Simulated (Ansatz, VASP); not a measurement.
## One calculation of CdS, two programs

```
CELL_PARAMETERS angstrom
0.00000 2.94295 2.91352
2.94295 0.00000 2.91352
2.94295 2.94295 0.00000
ATOMIC_POSITIONS crystal
Cd 0.00000 0.00000 0.00000
S 0.75000 0.75000 0.75000
```

Change from the starting cell: zz strain of -1 %.

Alike in both runs: task single point; functional PBE; k mesh 7 × 7 × 7; occupations fermi-dirac, width 0.02 eV; no spin polarisation.

|  | VASP | Ansatz |
| --- | --- | --- |
| version | VASP 6.6.1 | Ansatz 0.2.0 |
| potentials or method | VASP PAW PBE potentials, release 64 (Cd, S), cutoff 520 eV | all-electron LAPW, scalar-relativistic |

```tsv
	VASP	Ansatz	Ansatz less VASP
gap on the k mesh at the Fermi level (eV)	1.09	1.09	-0.004
pressure (GPa)	2.1	1.8	-0.30
largest component of the traceless stress (GPa)	0.11	0.12	+0.003
```

Ansatz ran all-electron here, so the differences hold the error of VASP's frozen core and of both bases.
